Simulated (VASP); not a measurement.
# How biaxial strain in the (110) plane changes AlN (F-43m)

Wanted: the response of AlN to biaxial strain in the (110) plane, as a table, with a fit that predicts a row left out.

Program: VASP 6.6.1. Level of theory: LDA; plane waves and PAW (Al, N); cell typed or built by script, in the first sound run; inputs show where later runs differ. Results are calculated unless marked as measured.

## 1. Starting point

The structure is cubic, space group F-43m (No. 216). The conventional cell has a = 4.380 Å, b = 4.380 Å, c = 4.380 Å, α = 90.00°, β = 90.00°, γ = 90.00°. Al has 4 N at 1.90 Å nearest. N has 4 Al at 1.90 Å nearest. Farther neighbours and most contacts between anions are not listed.

Structure file:

```xyz
2
Lattice="0.0000 2.1900 2.1900 2.1900 0.0000 2.1900 2.1900 2.1900 0.0000" Properties=species:S:1:pos:R:3 pbc="T T T"
Al    0.0000    0.0000    0.0000
N     1.0950    1.0950    1.0950
```

## 2. Relax the crystal, LDA

The series starts from the cell that this level prefers, so that zero strain is near zero stress.

This step took 2 runs in a row; the last is shown.

Level: LDA; plane waves and PAW (Al, N); cell typed or built by script.

INCAR reads:

```
SYSTEM = AlN
PREC = Accurate
ENCUT = 600
EDIFF = 1E-07
NELM = 120
ISMEAR = 0
SIGMA = 0.02
LREAL = .FALSE.
ALGO = Normal
GGA = CA
NBANDS = 10
LASPH = .TRUE.
LORBIT = 11
LWAVE = .FALSE.
LCHARG = .FALSE.
KPAR = 16
IBRION = 2
NSW = 40
ISIF = 3
EDIFFG = -0.005
POTIM = 0.4
```

POSCAR reads:

```
AlN
1.0
    0.0000000000      2.1729629977      2.1729629977
    2.1729629977      0.0000000000      2.1729629977
    2.1729629977      2.1729629977      0.0000000000
Al N
1 1
Direct
    0.0000000000      0.0000000000      0.0000000000
    0.2500000000      0.2500000000      0.2500000000
```

KPOINTS reads:

```
Automatic mesh
0
Gamma
12 12 12
0 0 0
```

The projector-augmented-wave data sets are Al and N (LDA family, release 64).

Command:

```console
$ mpirun -np 16 vasp_std
```

Output:

```text
[banner, memory and clock lines left out]
running   16 mpi-ranks, on    1 nodes
[...]
|                                                                             |
|           W    W    AA    RRRRR   N    N  II  N    N   GGGG   !!!           |
|           W    W   A  A   R    R  NN   N  II  NN   N  G    G  !!!           |
|           W    W  A    A  R    R  N N  N  II  N N  N  G       !!!           |
|           W WW W  AAAAAA  RRRRR   N  N N  II  N  N N  G  GGG   !            |
|           WW  WW  A    A  R   R   N   NN  II  N   NN  G    G                |
|           W    W  A    A  R    R  N    N  II  N    N   GGGG   !!!           |
|                                                                             |
|     For optimal performance we recommend to set                             |
|       NCORE = 2 up to number-of-cores-per-socket                            |
|     NCORE specifies how many cores store one orbital (NPAR=cpu/NCORE).      |
|     This setting can greatly improve the performance of VASP for DFT.       |
[...]
|     Unfortunately you need to use the default for GW and RPA                |
|     calculations (for HF NCORE is supported but not extensively tested      |
|     yet).                                                                   |
|                                                                             |

 LDA part: xc-table for (Slater(with rela. corr.)+CA(PZ))
 , standard interpolation
 POSCAR, INCAR and KPOINTS ok, starting setup
[...]
entering main loop
       N       E                     dE             d eps       ncg     rms          rms(c)
DAV:   1     0.121295161561E+02    0.12130E+02   -0.44324E+03  1456   0.769E+02
DAV:   2    -0.180827623717E+02   -0.30212E+02   -0.29360E+02  1794   0.139E+02
DAV:   3    -0.189339140754E+02   -0.85115E+00   -0.85003E+00  1774   0.232E+01
DAV:   4    -0.189373993829E+02   -0.34853E-02   -0.34851E-02  1628   0.172E+00
[...]
DAV:  10    -0.163761952241E+02   -0.19680E-04   -0.63420E-05  1566   0.609E-02    0.412E-02
DAV:  11    -0.163761938755E+02    0.13486E-05   -0.13174E-06  1622   0.881E-03    0.811E-03
DAV:  12    -0.163761938750E+02    0.54604E-09   -0.33902E-08   886   0.159E-03
   1 F= -.16376194E+02 E0= -.16376194E+02  d E =-.163762E+02
[...]
reached required accuracy - stopping structural energy minimisation
```

Run time: 5.8 s. Hardware: 16 MPI ranks of AMD EPYC 7R43, shared host; peak memory 2 GiB.

The logs omit lines about the potential files and the build; timing stands in the text.

Parts of OUTCAR (step 2):

```text
  Total        0.0012619      0.0012619      0.0012619      0.0000000     -0.0000000      0.0000000
  in kB        0.0985224      0.0985224      0.0985224      0.0000000     -0.0000000      0.0000000
  external PRESSURE =       0.0985224 kB  Pullay stress =       0.0000000 kB

 POSITION                                       TOTAL-FORCE (eV/Angst)
 -----------------------------------------------------------------------------------
      0.00000      0.00000      0.00000        -0.000000     -0.000000     -0.000000
      1.08648      1.08648      1.08648         0.000000      0.000000      0.000000
 -----------------------------------------------------------------------------------
    total drift:                               -0.000000     -0.000000     -0.000000

  FREE ENERGIE OF THE ION-ELECTRON SYSTEM (eV)
  ---------------------------------------------------
  free  energy   TOTEN  =       -16.3761938750 eV

  energy  without entropy=      -16.3761938750  energy(sigma->0) =      -16.37619387

 reached required accuracy - stopping structural energy minimisation

[... 3 further parts left out ...]
[key lines of the parts left out:]
E-fermi :   6.0464
```

Read from the output:

```
energy(sigma→0) of the program : -16.3762 eV
stress, compression positive   : 0.01 along [110], 0.01 across it (mean), GPa
volume                         : 20.520 Å³
ionic steps                    : 1
```

## 3. Strain along the normal, LDA

One member in full: the plane is strained by -2 %, and the strain along the normal is moved by secant steps until the normal stress is under 0.012 GPa or five steps are spent; the atoms relax at each step.

This step took 4 runs, each at a new trial strain with the atoms of the one before; the last is shown.

Level: LDA; plane waves and PAW (Al, N); cell typed or built by script.

INCAR, as its differences from that of step 2:

```diff
@@ -15,7 +15,7 @@
 LCHARG = .FALSE.
-KPAR = 16
-IBRION = 2
-NSW = 40
-ISIF = 3
-EDIFFG = -0.005
-POTIM = 0.4
+KPAR = 4
+IBRION = 1
+NSW = 25
+ISIF = 2
+EDIFFG = -0.004
+POTIM = 0.3
```

POSCAR reads:

```
AlN
1.0
    0.0339131600      2.1634168980      2.1295037380
    2.1634168980      0.0339131600      2.1295037380
    2.1973300580      2.1973300580      0.0000000000
Al N
1 1
Direct
    0.0025435142      0.0025435142      0.9974564858
    0.2474564858      0.2474564858      0.2525435142
```

KPOINTS is that of step 2.

Command:

```console
$ mpirun -np 4 vasp_std
```

Output:

```text
[banner, memory and clock lines left out]
running    4 mpi-ranks, on    1 nodes
[...]
LDA part: xc-table for (Slater(with rela. corr.)+CA(PZ))
 , standard interpolation
 POSCAR, INCAR and KPOINTS ok, starting setup
[...]
entering main loop
       N       E                     dE             d eps       ncg     rms          rms(c)
DAV:   1     0.118847979429E+02    0.11885E+02   -0.43632E+03  5712   0.763E+02
DAV:   2    -0.180912926352E+02   -0.29976E+02   -0.28859E+02  6698   0.142E+02
DAV:   3    -0.189759062166E+02   -0.88461E+00   -0.88335E+00  6604   0.233E+01
DAV:   4    -0.189796141711E+02   -0.37080E-02   -0.37078E-02  6300   0.181E+00
[...]
DAV:  10    -0.163508222274E+02   -0.20128E-04   -0.59076E-05  6080   0.584E-02    0.388E-02
DAV:  11    -0.163508208712E+02    0.13561E-05   -0.24255E-06  6246   0.119E-02    0.440E-03
DAV:  12    -0.163508208840E+02   -0.12780E-07   -0.16621E-07  3994   0.337E-03
   1 F= -.16350821E+02 E0= -.16350821E+02  d E =-.163508E+02
 BRION: g(F)=  0.524E-06 g(S)=  0.000E+00
 reached required accuracy - stopping structural energy minimisation
```

Run time: 25 s. Hardware: 4 MPI ranks; peak memory 0.56 GiB.

From OUTCAR (step 3):

```text
  Total        0.7407405      0.7407405      0.9550934     -0.7408057      0.0000000      0.0000000
  in kB       59.5517584     59.5517584     76.7846333    -59.5569939      0.0000000      0.0000000
  external PRESSURE =      65.2960501 kB  Pullay stress =       0.0000000 kB

 POSITION                                       TOTAL-FORCE (eV/Angst)
 -----------------------------------------------------------------------------------
      2.19733      2.19733      0.01083         0.000000      0.000000      0.003009
      1.09867      1.09867      1.05392        -0.000000     -0.000000     -0.003009
 -----------------------------------------------------------------------------------
    total drift:                               -0.000001     -0.000001     -0.000437

  FREE ENERGIE OF THE ION-ELECTRON SYSTEM (eV)
  ---------------------------------------------------
  free  energy   TOTEN  =       -16.3508208840 eV

  energy  without entropy=      -16.3508208840  energy(sigma->0) =      -16.35082088

[... 1 part as in an earlier step ...]

[... 3 further parts left out ...]
[key lines of the parts left out:]
E-fermi :   6.4366
```

Read from the output:

```
energy(sigma→0) of the program : -16.3508 eV
stress, compression positive   : 0.00 along [110], 9.79 across it (mean), GPa
ionic steps                    : 1
```

## 4. Band edges, HSE06

Short lines in KPOINTS_OPT sample the zone centre along and across the normal of the plane, for masses, and the other valleys.

Level: HSE06; plane waves and PAW (Al, N); cell typed or built by script.

INCAR reads:

```
SYSTEM = AlN
PREC = Accurate
ENCUT = 600
EDIFF = 1E-06
NELM = 100
ISMEAR = 0
SIGMA = 0.02
LREAL = .FALSE.
ALGO = Normal
LHFCALC = .TRUE.
AEXX = 0.25
GGA = PE
HFSCREEN = 0.2
LASPH = .TRUE.
NBANDS = 9
PRECFOCK = Fast
LWAVE = .FALSE.
LCHARG = .FALSE.
KPAR = 4
```

POSCAR is that of step 3.

KPOINTS reads:

```
Automatic mesh
0
Gamma
6 6 6
0 0 0
```

KPOINTS_OPT reads:

```
Line mode
6
Line-mode
Reciprocal
  0.00000000   0.00000000   0.00000000
  0.01236433   0.01236433   0.02472865

  0.00000000   0.00000000   0.00000000
 -0.01198267   0.01198267   0.00000000

  0.31000000   0.31000000   0.00000000
  0.50000000   0.50000000   0.00000000

  0.00000000   0.31000000   0.31000000
  0.00000000   0.50000000   0.50000000

  0.45000000   0.45000000   0.45000000
  0.50000000   0.50000000   0.50000000

  0.45000000   0.00000000   0.00000000
  0.50000000   0.00000000   0.00000000

  0.42500000   0.42500000   0.00000000
  0.42526987   0.44221592   0.01748580

  0.50000000   0.50000000   0.50000000
  0.48801733   0.51198267   0.50000000
```

Command:

```console
$ mpirun -np 4 vasp_std
```

Output:

```text
[banner, memory and clock lines left out]
running    4 mpi-ranks, on    1 nodes
[...]
|                                                                             |
|               ----> ADVICE to this user running VASP <----                  |
|                                                                             |
|     You enforced a specific xc type in the INCAR file but a different       |
|     [... a line on the potential file left out ...]
|     I HOPE YOU KNOW WHAT YOU ARE DOING!                                     |
|                                                                             |

 LDA part: xc-table for (Slater+PW92), standard interpolation
 found WAVECAR, reading the header
 POSCAR, INCAR and KPOINTS ok, starting setup
[...]
reading WAVECAR
 the WAVECAR file was read successfully
 initial charge from wavefunction
 entering main loop
       N       E                     dE             d eps       ncg     rms          rms(c)
DAV:   1    -0.174301527358E+02   -0.17430E+02   -0.10411E+00   830   0.749E+00    0.961E+00
DAV:   2    -0.174312590333E+02   -0.11063E-02   -0.15118E-02  1070   0.122E+00    0.624E+00
DAV:   3    -0.174294679294E+02    0.17911E-02   -0.43006E-03   897   0.390E-01    0.374E+00
DAV:   4    -0.174291119317E+02    0.35600E-03   -0.36579E-04  1022   0.121E-01    0.220E+00
[...]
DAV:   8    -0.174288609606E+02    0.59905E-05   -0.19819E-06   766   0.131E-02    0.249E-01
DAV:   9    -0.174288590923E+02    0.18683E-05   -0.72669E-07   428   0.827E-03    0.145E-01
DAV:  10    -0.174288585826E+02    0.50976E-06   -0.25795E-07   426   0.554E-03
   1 F= -.17428859E+02 E0= -.17428859E+02  d E =-.529348E-37
 Start KPOINTS_OPT (optional k-point list driver)
k-point batch [1-46\48]
       N       E                     dE             ncg
DAV:   1     0.169339378247E+04   -0.10971E+05      828
DAV:   2     0.148055897023E+03   -0.15453E+04     1135
DAV:   3     0.788894162816E+02   -0.69166E+02      914
DAV:   4     0.783983012859E+02   -0.49111E+00     1052
DAV:   5     0.783960819138E+02   -0.22194E-02     1037
DAV:   6     0.783960616062E+02   -0.20308E-04     1101
DAV:   7     0.783960613049E+02   -0.30128E-06      847
k-point batch [47-48\48]
       N       E                     dE             ncg
DAV:   1     0.118233918037E+05   -0.89041E+03       36
DAV:   2     0.117636625931E+05   -0.59729E+02       52
DAV:   3     0.117615285160E+05   -0.21341E+01       40
DAV:   4     0.117615150306E+05   -0.13485E-01       40
DAV:   5     0.117615149475E+05   -0.83101E-04       40
DAV:   6     0.117615149467E+05   -0.83351E-06       40
```

The job ended after 5.9 min (4 MPI ranks; peak memory 0.96 GiB; 24 min of CPU time).

OUTCAR, selected parts (step 4):

```text
  LATTYP: Found a body centered orthorhombic cell.
 ALAT       =     3.0115730674
 B/A-ratio  =     1.0318507635
 C/A-ratio  =     1.4142135624

 Subroutine GETGRP returns: Found  4 space group operations
 (whereof  4 operations were pure point group operations)

The static configuration has the point symmetry C_2v.

 Found     46 irreducible k-points:

   k-points           NKPTS =     46   k-points in BZ     NKDIM =    216   number of bands    NBANDS=      9

   dimension x,y,z NGX =    24 NGY =   24 NGZ =   28
   dimension x,y,z NGXF=    48 NGYF=   48 NGZF=   56

   ENCUT  =  600.0 eV  44.10 Ry    6.64 a.u.   6.06  6.06  6.21*2*pi/ulx,y,z

   NELECT =       8.0000    total number of electrons

  exchange ACFDT corr.  =         0.00000000  see jH, gK, PRB 81, 115126

 E-fermi :   5.7501

 k-point     1 :       0.0000    0.0000    0.0000
  band No.  band energies     occupation
      1     -11.3037      2.00000
      2       5.2916      2.00000
      3       5.4913      2.00000
      4       5.5758      2.00000
      5      11.4357      0.00000
      6      19.7378      0.00000
      7      20.1878      0.00000
      8      20.6214      0.00000
      9      25.1582      0.00000

 k-point     2 :       0.1667   -0.0000    0.0000
  band No.  band energies     occupation
      1     -10.8429      2.00000
      2       3.5516      2.00000
      3       5.1308      2.00000
      4       5.3640      2.00000
      5      12.8767      0.00000
      6      19.4252      0.00000
      7      19.9381      0.00000
      8      20.5647      0.00000
      9      23.1249      0.00000

 POSITION                                       TOTAL-FORCE (eV/Angst)
 -----------------------------------------------------------------------------------
      2.19733      2.19733      0.01083         0.000000      0.000000     -0.010817
      1.09867      1.09867      1.05392         0.000000      0.000000      0.010817
 -----------------------------------------------------------------------------------
    total drift:                                0.000003      0.000003     -0.000095

  FREE ENERGIE OF THE ION-ELECTRON SYSTEM (eV)
  ---------------------------------------------------
  free  energy   TOTEN  =       -17.4288585826 eV

  energy  without entropy=      -17.4288585826  energy(sigma->0) =      -17.42885858

[... 1 part as in an earlier step ...]

[... 7 further parts left out ...]
```

Read from the output:

| Quantity | Value |
| --- | --- |
| energy(sigma→0) of the program | -17.4289 eV |

(Part 1 of 2 ends here.)

[Lines on the potential files, build, host, timing and source positions are cut from VASP's logs without a mark.]

[Logs are printed without paths, hosts, clocks, repeated set-up lines and the standing remarks that a program may print on its own settings, such as how far it seeks lower states.]

[Hosts, paths, dates, database ids (printed as entryN), source tags and the programs' standing remarks are cut or masked in the printed files.]

[In band tables of VASP the shares of atoms and orbitals are scaled to a sum of 1 inside the atoms' spheres.]
